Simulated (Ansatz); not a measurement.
Ge, 1 atom in the cell. It takes space group Cmmm (No. 65, orthorhombic). Conventional cell: a = 2.794 Å, b = 5.201 Å, c = 2.698 Å, α = 90.00°, β = 90.00°, γ = 90.00°. Ge (site symmetry mmm) is surrounded by 8 Ge at 2.70 to 2.95 Å. This isn't the form of Ge at room conditions, which is diamond.

- Program: Ansatz 0.2.0
- Task: band structure
- Functional: PBEsol
- Potentials or basis: Ansatz PAW earlier set
- Cutoff: 820 eV (not typed: the program's choice for these potentials)
- k mesh: 11 × 11 × 10
- Occupations: fermi-dirac, width 0.05 eV
- Spin: no spin polarisation
- Path: [["G", "X", "S", "R", "A", "Z", "G", "Y", "X1", "A1", "T", "Y"], ["Z", "T"]]
- Points for each segment of the path: 14

Potentials or basis: Ansatz PAW earlier set.

The run is started by

```bash
$ ansatz run input.yaml --threads 2 --pin off --max-ram 5632MiB --backend cpu --events-out ev --progress --plain --runs-dir out
```

Hardware: 2 threads of AMD EPYC 7R13 Processor (Zen 3) (shared host).

Task: How long does it take, and how much memory?

Result: Run time: 5.5 s on 2 threads of AMD EPYC 7R13 Processor (Zen 3) (shared host), peak memory 0.44 GiB. Counts: scf iterations 6, plane waves 1055, k points 216, bands 13.
